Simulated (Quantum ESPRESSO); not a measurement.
The system is HfN.

```
Hf N
1.0
     0.00000    2.25600    2.25600
     2.25600    0.00000    2.25600
     2.25600    2.25600    0.00000
Hf N
1 1
Direct
  0.00000 0.00000 0.00000
  0.50000 0.50000 0.50000
```

Base run:

| Property | Result |
| --- | --- |
| Program | Quantum ESPRESSO 7.5 |
| Functional | PBEsol |
| Potentials or basis | GBRV 1.5 PBEsol |
| Cutoff | 612 eV |
| Density cutoff | 4898 eV |
| k mesh | 10 × 10 × 10 |
| Occupations | fermi-dirac, width 0.05 eV |
| Spin | no spin polarisation |
| Hubbard terms | Hf d U = 3 eV |

Its results: band gap on the k mesh none (metal or under the smearing width); pressure 2.7 GPa.

Problem. The run is repeated on the same cell with these changes: hubbard terms from Hf d U = 3 eV to Hf d U = 8 eV. What comes out?

Solution. Band gap on the k mesh none (metal or under the smearing width); pressure 13.4 GPa.

Caveats: U without spin polarisation on a metal has little footing.
